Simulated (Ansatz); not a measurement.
TiCo₃: how the energy converges with the cutoff

TiCo₃, Pm-3m, a = 3.614 Å. The structure is a COD entry; whether it is the stable form wasn't checked. Ansatz: PBEsol, PAW, cutoff varied, Γ-centred 12×12×12 mesh on 4 atoms, Gaussian smearing 0.10 eV; collinear spin, largest moment 1.1 μB. Single points at one geometry, the cutoff alone changed; ΔE is the energy at zero smearing over the run at 850 eV (runs within 0.3 meV/atom of it are left out). The run at 150 eV ended in another magnetic state and is left out. The runs up to 380 eV lie under the cutoff recommended for these PAW datasets.

```tsv
cutoff (eV)	ΔE (meV/atom)
200	18303.18
250	?
300	454.21
350	45.45
380	9.87
420	2.87
460	1.95
520	1.07
600	0.65
```

Question: Assume ΔE falls exponentially with the cutoff, fit y = ln ΔE against x, the cutoff in eV, to the other rows, and predict the missing value.

Answer: y = 9.815, 6.119, 3.817, 2.289, 1.054, 0.668, 0.068, -0.431. Means x = 403.8, y = 2.9249; Σ(Δx)² = 111188, ΣΔxΔy = -2916; the slope is their ratio. y = 13.51 − 0.02623 x, a factor of ten per 88 eV. At 250 eV this gives ΔE = 1045.76 meV/atom. The run gave 3428.27, a ratio of 0.31. Between neighbouring rows the decay runs from a factor of ten per 45 eV to one per 370 eV, so one exponential is only a rough guide. The fast fall gives way to a slow tail, so a fit to low cutoffs promises convergence too early.